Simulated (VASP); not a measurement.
# Ru (P6_3/mmc) in VASP: settings compared

The runs below take Ru through single point, with PBE, PBEsol, r2SCAN, HSE06, PBE0.

Program: VASP 6.6.1. These are calculated values, not measurements. Logs are shortened: lines on timing, memory, paths and dates and some standing lists are left out, and cuts for length are marked.

## (1) The crystal as given

Symmetry: P6_3/mmc, No. 194, hexagonal system. Conventional cell: a = 2.719 Å, b = 2.719 Å, c = 4.297 Å, α = 90.00°, β = 90.00°, γ = 120.00°. Ru (site symmetry -6m2) has 12 Ru at 2.66 to 2.72 Å as nearest neighbours.

## (2) Single point, PBE

INCAR

```
ALGO     = Fast           # electronic algorithm
EDIFF    = 1E-6           # SCF threshold, eV
ENCUT    = 450            # plane-wave cutoff, eV
GGA      = PE             # functional
ISIF     = 2              # what is computed and relaxed
ISMEAR   = 1              # smearing method
KPAR     = 4            
LASPH    = True           # aspherical terms in the spheres
LCHARG   = False          # write CHGCAR
LREAL    = False          # projectors in reciprocal space
LWAVE    = False          # write WAVECAR
NBANDS   = 21             # bands
NELM     = 120            # most SCF steps
PREC     = Accurate       # precision mode
SIGMA    = 0.1            # smearing width, eV
```

KPOINTS

```
k-points
0
Gamma
  18 18 10
```

POSCAR

```
Ru                                      
1.0
    2.7189980579     -0.0000000000      0.0000000000
   -1.3594990290      2.3547213910     -0.0000000000
   -0.0000000000      0.0000000000      4.2967676148
  Ru            
     2
Direct
     0.3333333332999970    0.6666666667000030    0.2500000000000000
     0.6666666667000030    0.3333333332999970    0.7500000000000000
```

Potentials or basis: VASP PAW PBE potentials, release 64 (Ru_pv).

Command:

```bash
cat potpaw_PBE.64/Ru_pv/POTCAR > POTCAR
mpirun -np 4 vasp_std > vasp.out
```

OUTCAR:

```text
EDIFF = 1E-6
   ENCUT = 450
   GGA = PE
   ISIF = 2
   ISMEAR = 1
   LASPH = True
   LREAL = False
   NELM = 120
   PREC = Accurate

 ion  position               nearest neighbor table
   1  0.333  0.667  0.250-   2 2.66   2 2.66   2 2.66   2 2.66   2 2.66   2 2.66
   2  0.667  0.333  0.750-   1 2.66   1 2.66   1 2.66   1 2.66   1 2.66   1 2.66

  LATTYP: Found a hexagonal cell.
 ALAT       =     2.7189980579
 C/A-ratio  =     1.5802760882

  Lattice vectors:

 A1 = (   2.7189980579,   0.0000000000,   0.0000000000)
 A2 = (  -1.3594990290,   2.3547213910,   0.0000000000)
 A3 = (   0.0000000000,   0.0000000000,   4.2967676148)

Analysis of symmetry for initial positions (statically):
=====================================================================
 Subroutine PRICEL returns:
 Original cell was already a primitive cell.

 Routine SETGRP: Setting up the symmetry group for a
 hexagonal supercell.

 Subroutine GETGRP returns: Found 24 space group operations
 (whereof 12 operations were pure point group operations)
 out of a pool of 24 trial point group operations.

The static configuration has the point symmetry D_3d.
 The point group associated with its full space group is D_6h.

Analysis of symmetry for dynamics (positions and initial velocities):
=====================================================================
 Subroutine PRICEL returns:
 Original cell was already a primitive cell.

 Routine SETGRP: Setting up the symmetry group for a
 hexagonal supercell.

 Subroutine GETGRP returns: Found 24 space group operations
 (whereof 12 operations were pure point group operations)
 out of a pool of 24 trial point group operations.

The dynamic configuration has the point symmetry D_3d.
 The point group associated with its full space group is D_6h.

 Subroutine INISYM returns: Found 24 space group operations
 (whereof 12 operations are pure point group operations),
 and found     1 'primitive' translations

----------------------------------------------------------------------------------------

                                     Primitive cell

  volume of cell :      27.5100

  direct lattice vectors                    reciprocal lattice vectors
     2.718998058  0.000000000  0.000000000     0.367782536  0.212339346  0.000000000
    -1.359499029  2.354721391  0.000000000     0.000000000  0.424678692  0.000000000
     0.000000000  0.000000000  4.296767615     0.000000000  0.000000000  0.232733089

  length of vectors
     2.718998058  2.718998058  4.296767615     0.424678692  0.424678692  0.232733089

  position of ions in fractional coordinates (direct lattice)
     0.333333333  0.666666667  0.250000000
     0.666666667  0.333333333  0.750000000

  ion indices of the primitive-cell ions
   primitive index   ion index
                 1           1
                 2           2

----------------------------------------------------------------------------------------

 KPOINTS: k-points

Automatic generation of k-mesh.
 Grid dimensions read from file:
 generate k-points for:   18   18   10

 Generating k-lattice:

  Cartesian coordinates                     Fractional coordinates (reciprocal lattice)
     0.020432363  0.011796630  0.000000000     0.055555556 -0.000000000  0.000000000
     0.000000000  0.023593261  0.000000000     0.000000000  0.055555556  0.000000000
     0.000000000  0.000000000  0.023273309     0.000000000  0.000000000  0.100000000

  Length of vectors
     0.023593261  0.023593261  0.023273309

  Shift w.r.t. Gamma in fractional coordinates (k-lattice)
     0.000000000  0.000000000  0.000000000

 Subroutine IBZKPT returns following result:
 ===========================================

 Found    222 irreducible k-points:

 Following reciprocal coordinates:
            Coordinates               Weight
  0.000000  0.000000  0.000000      1.000000
  0.055556  0.000000  0.000000      6.000000
  0.111111  0.000000  0.000000      6.000000
  0.166667  0.000000  0.000000      6.000000
  0.222222  0.000000  0.000000      6.000000
  0.277778  0.000000  0.000000      6.000000
[... 16 lines left out ...]
  0.333333  0.111111  0.000000     12.000000
  0.388889  0.111111  0.000000     12.000000
 [... further k-points ...]
   k-points           NKPTS =    222   k-points in BZ     NKDIM =    222   number of bands    NBANDS=     21
   number of dos      NEDOS =    301   number of ions     NIONS =      2
   total plane-waves  NPLWV =  12000
   dimension x,y,z NGX =    20 NGY =   20 NGZ =   30
   dimension x,y,z NGXF=    40 NGYF=   40 NGZF=   60
   ions per type =               2
   NGX,Y,Z   is equivalent  to a cutoff of  12.23, 12.23, 11.61 a.u.
   NGXF,Y,Z  is equivalent  to a cutoff of  24.46, 24.46, 23.21 a.u.
 SYSTEM =  unknown system
   PREC   = accura    normal or accurate (medium, high low for compatibility)
   ISTART =      0    job   : 0-new  1-cont  2-samecut
   ICHARG =      2    charge: 1-file 2-atom 10-const
   ISPIN  =      1    spin polarized calculation?
   LNONCOLLINEAR =      F non collinear calculations
   LSORBIT =      F    spin-orbit coupling
   LASPH  =      T    aspherical Exc in radial PAW
   ENCUT  =  450.0 eV  33.07 Ry    5.75 a.u.   4.70  4.70  7.43*2*pi/ulx,y,z
   NELM   =    120;   NELMIN=  2; NELMDL= -5     # of ELM steps
   EDIFF  = 0.1E-05   stopping-criterion for ELM
   LREAL  =      F    real-space projection
   EDIFFG = 0.1E-04   stopping-criterion for IOM
   NSW    =      0    number of steps for IOM
   IBRION =     -1    ionic relax: 0-MD 1-quasi-New 2-CG
   NFREE  =      0    steps in history (QN), initial steepest desc. (CG)
   ISIF   =      2    stress and relaxation
   ISYM   =      2    0-nonsym 1-usesym 2-fastsym
   POTIM  = 0.5000    time-step for ionic-motion
   TEBEG  =    0.0;   TEEND  =   0.0 temperature during run
   PSTRESS=    0.0 pullay stress
   NELECT =      28.0000    total number of electrons
   NUPDOWN=      -1.0000    fix difference up-down
   EMIN   =  10.00;   EMAX   =-10.00  energy-range for DOS
   EFERMI =   0.00;   METHOD = LEGACY
   ISMEAR =     1;   SIGMA  =   0.10  broadening in eV -4-tet -1-fermi 0-gaus
   EFERMI_NEDOS =   21; number of points for ismear=-14 and -15
   IALGO  =     68    algorithm
   IMIX   =      4    mixing-type and parameters
     AMIX     =   0.40;   BMIX     =  1.00
     AMIX_MAG =   1.60;   BMIX_MAG =  1.00
  volume/ion in A,a.u.               =      13.75        92.82
  Fermi-wavevector in a.u.,A,eV,Ry     =   1.646762  3.111928 36.896604  2.711824
  Thomas-Fermi vector in A             =   2.736335
   LORBIT       =      0    0 simple, 1 ext, 2 COOP (PROOUT), +10 PAW based schemes
   GGA     = PE    functional components
   LHFCALC =     F    Hartree Fock is set to
   AEXX    =    0.0000 exact exchange contribution
   IVDW    =     0    specifies the selected vdW correction
   LEPSILON=     F    determine dielectric tensor
   LRPA    =     F    only Hartree local field effects (RPA)
 non-spin polarized calculation
 RMM-DIIS sequential band-by-band and
 Methfessel and Paxton  Order N= 1 SIGMA  =   0.10
  energy-cutoff  :      450.00
  volume of cell :       27.51
 maximum number of plane-waves:       614
 NGX is ok and might be reduce to    20
   NGX =  9   NGY =  9   NGZ = 15

 number of electron      28.0000009 magnetization

 Free energy of the ion-electron system (eV)
  ---------------------------------------------------
  ext. energy  EPLUGINS =         0.00000000
  ---------------------------------------------------
  free energy    TOTEN  =       -18.46687730 eV

  energy without entropy =      -18.46621461  energy(sigma->0) =      -18.46665640

 E-fermi :  12.5923     XC(G=0): -14.0386

 val. band max:       12.5887513307   @ k =   0.1667   0.0000   0.4000
 cond. band min:      12.5959447118   @ k =   0.1667   0.1111   0.3000
 fundamental gap:      0.0071933810
 Fermi energy:        12.5922649324

 k-point     1 :       0.0000    0.0000    0.0000
  band No.  band energies     occupation
      1     -30.9963      2.00000
      2     -30.1009      2.00000
      3     -30.1009      2.00000
      4     -29.9363      2.00000
      5     -29.9363      2.00000
      6     -29.8977      2.00000
[... 13 lines left out ...]
     20      23.0464      0.00000
     21      23.0606      0.00000

 k-point     2 :       0.0556    0.0000    0.0000
  band No.  band energies     occupation
      1     -30.9861      2.00000
      2     -30.1223      2.00000
      3     -30.1082      2.00000
      4     -29.9588      2.00000
      5     -29.9392      2.00000
      6     -29.9025      2.00000
[... 13 lines left out ...]
     20      23.0463      0.00000
     21      23.0601      0.00000

 k-point     3 :       0.1111    0.0000    0.0000
  band No.  band energies     occupation
      1     -30.9563      2.00000
      2     -30.1840      2.00000
      3     -30.1288      2.00000
      4     -30.0228      2.00000
      5     -29.9479      2.00000
      6     -29.9166      2.00000
[... 13 lines left out ...]
     20      23.0464      0.00000
     21      23.0580      0.00000

 k-point     4 :       0.1667    0.0000    0.0000
  band No.  band energies     occupation
      1     -30.9087      2.00000
      2     -30.2786      2.00000
      3     -30.1597      2.00000
      4     -30.1191      2.00000
      5     -29.9619      2.00000
      6     -29.9403      2.00000
[... 13 lines left out ...]
     20      23.0465      0.00000
     21      23.0555      0.00000

 k-point     5 :       0.2222    0.0000    0.0000
  band No.  band energies     occupation
      1     -30.8463      2.00000
      2     -30.3947      2.00000
      3     -30.2346      2.00000
      4     -30.1964      2.00000
      5     -29.9799      2.00000
      6     -29.9734      2.00000
[... 13 lines left out ...]
     20      23.0465      0.00000
     21      23.0532      0.00000
[... 382 lines left out ...]
     20      23.0494      0.00000
     21      25.7149      0.00000

 k-point    22 :       0.2778    0.1111    0.0000
  band No.  band energies     occupation
      1     -30.6721      2.00000
      2     -30.6214      2.00000
      3     -30.4930      2.00000
      4     -30.2823      2.00000
      5     -30.0787      2.00000
      6     -30.0677      2.00000
[... 13 lines left out ...]
     20      23.0463      0.00000
     21      23.9153      0.00000

 k-point    23 :       0.3333    0.1111    0.0000
  band No.  band energies     occupation
      1     -30.7097      2.00000
      2     -30.5971      2.00000
      3     -30.5527      2.00000
      4     -30.3274      2.00000
      5     -30.1309      2.00000
      6     -30.0879      2.00000
[... 13 lines left out ...]
     20      23.6372      0.00000
     21      25.2659      0.00000

 k-point    24 :       0.3889    0.1111    0.0000
  band No.  band energies     occupation
      1     -30.7672      2.00000
      2     -30.5915      2.00000
      3     -30.5363      2.00000
      4     -30.3564      2.00000
      5     -30.1769      2.00000
      6     -30.1011      2.00000
[... 13 lines left out ...]
     20      24.5495      0.00000
     21      24.5867      0.00000

 [... further k-points ...]
[... 5 lines left out ...]
  --------------------------------------------------------------------------------------
  -------------------------------------------------------------------------------------
  Total       -0.0073509     -0.0073509     -0.0089150      0.0000000      0.0000000      0.0000000
  in kB       -0.4281154     -0.4281154     -0.5192102      0.0000000      0.0000000      0.0000000
  external PRESSURE =      -0.4584804 kB  Pullay stress =       0.0000000 kB

 VOLUME and BASIS-vectors are now :
 -----------------------------------------------------------------------------
  energy-cutoff  :      450.00
  volume of cell :       27.51
      direct lattice vectors                 reciprocal lattice vectors
     2.718998058  0.000000000  0.000000000     0.367782536  0.212339346  0.000000000
    -1.359499029  2.354721391  0.000000000     0.000000000  0.424678692  0.000000000
     0.000000000  0.000000000  4.296767615     0.000000000  0.000000000  0.232733089

 POSITION                                       TOTAL-FORCE (eV/Angst)
 -----------------------------------------------------------------------------------
     -0.00000      1.56981      1.07419        -0.000000      0.000000      0.000000
      1.35950      0.78491      3.22258         0.000000     -0.000000      0.000000
 -----------------------------------------------------------------------------------
    total drift:                               -0.000000      0.000000     -0.000000

  FREE ENERGIE OF THE ION-ELECTRON SYSTEM (eV)
  ---------------------------------------------------
  free  energy   TOTEN  =       -18.4668772980 eV

  energy  without entropy=      -18.4662146054  energy(sigma->0) =      -18.46665640
```

Wall time 11 s (4 MPI ranks of Intel Xeon 6975P-C (Granite Rapids), shared host); peak memory 0.18 GiB.

What came out:

| Item | Value |
| --- | --- |
| Free energy | -18.4669 eV |
| Pressure | 0.0 GPa |
| Band gap on the k mesh | none (metal or under the smearing width) |

## (3) Single point, PBEsol

Changes to INCAR since step 2:

```diff
@@ -3,3 +3,3 @@
 ENCUT    = 450            # plane-wave cutoff, eV
-GGA      = PE             # functional
+GGA      = PS             # functional
 ISIF     = 2              # what is computed and relaxed
```

KPOINTS is that of step 2.

POSCAR is that of step 2.

Potentials or basis: VASP PAW PBE potentials, release 64 (Ru_pv).

Command:

```bash
cat potpaw_PBE.64/Ru_pv/POTCAR > POTCAR
mpirun -np 4 vasp_std > vasp.out
```

It took 11 s on 4 MPI ranks of Intel Xeon 6975P-C (Granite Rapids), shared host; peak memory 0.18 GiB.

Results (log left out):

```yaml
Free_energy: -20.3112 eV
Pressure: -10.6 GPa
Band_gap_on_the_k_mesh: none (metal or under the smearing width)
```

Stress tensor (GPa, compression positive):
```
-10.47   0.00   0.00
  0.00 -10.47   0.00
  0.00   0.00 -10.75
```

Levels at points of the mesh, in eV from the Fermi level:
| k point | band 11 | band 12 | band 13 | band 14 | band 15 | band 16 | band 17 | band 18 |
| --- | --- | --- | --- | --- | --- | --- | --- | --- |
| (0.00, 0.00, 0.00) | -2.36 | -1.87 | -1.87 | -1.36 | -1.36 | 1.18 | 1.18 | 1.25 |
| (0.50, 0.00, 0.00) | -2.03 | -1.80 | -1.48 | 1.41 | 1.83 | 1.91 | 4.00 | 6.01 |
| (0.00, 0.00, 0.50) | -2.71 | -2.71 | -2.68 | -2.68 | 0.55 | 0.55 | 0.55 | 0.55 |
| (0.50, 0.00, 0.50) | -1.03 | -1.03 | 0.43 | 0.43 | 1.67 | 1.67 | 3.33 | 3.33 |

Caveat: the PAW data sets were made with another functional, which shifts forces and pressure a little.

## (4) Single point, r2SCAN

INCAR

```
ALGO     = Normal         # electronic algorithm
EDIFF    = 1E-6           # SCF threshold, eV
ENCUT    = 450            # plane-wave cutoff, eV
ISIF     = 2              # what is computed and relaxed
ISMEAR   = 1              # smearing method
KPAR     = 4            
LASPH    = True           # aspherical terms in the spheres
LCHARG   = False          # write CHGCAR
LMIXTAU  = True         
LREAL    = False          # projectors in reciprocal space
LWAVE    = False          # write WAVECAR
METAGGA  = R2SCAN         # meta-GGA
NBANDS   = 21             # bands
NELM     = 120            # most SCF steps
PREC     = Accurate       # precision mode
SIGMA    = 0.1            # smearing width, eV
```

KPOINTS is that of step 3.

POSCAR is that of step 3.

Command:

```bash
cat potpaw_PBE.64/Ru_pv/POTCAR > POTCAR
mpirun -np 4 vasp_std > vasp.out
```

Wall time 52 s (4 MPI ranks of Intel Xeon 6975P-C (Granite Rapids), shared host); peak memory 0.18 GiB.

It converged, with:

* Free energy: -50.8479 eV
* Pressure: -5.1 GPa
* Band gap on the k mesh: none (metal or under the smearing width)

Stress tensor (GPa, compression positive):
```
-4.95  0.00  0.00
 0.00 -4.95  0.00
 0.00  0.00 -5.54
```

Levels at points of the mesh, in eV from the Fermi level:
| k point | band 11 | band 12 | band 13 | band 14 | band 15 | band 16 | band 17 | band 18 |
| --- | --- | --- | --- | --- | --- | --- | --- | --- |
| (0.00, 0.00, 0.00) | -2.45 | -1.94 | -1.94 | -1.43 | -1.43 | 1.22 | 1.22 | 1.36 |
| (0.50, 0.00, 0.00) | -2.12 | -1.84 | -1.53 | 1.45 | 1.88 | 1.96 | 4.17 | 6.32 |
| (0.00, 0.00, 0.50) | -2.81 | -2.81 | -2.76 | -2.76 | 0.56 | 0.56 | 0.56 | 0.56 |
| (0.50, 0.00, 0.50) | -1.08 | -1.08 | 0.47 | 0.47 | 1.72 | 1.72 | 3.50 | 3.50 |

Caveat: the PAW data sets were made with another functional, which shifts forces and pressure a little.

(Part 1 of 2 ends here.)
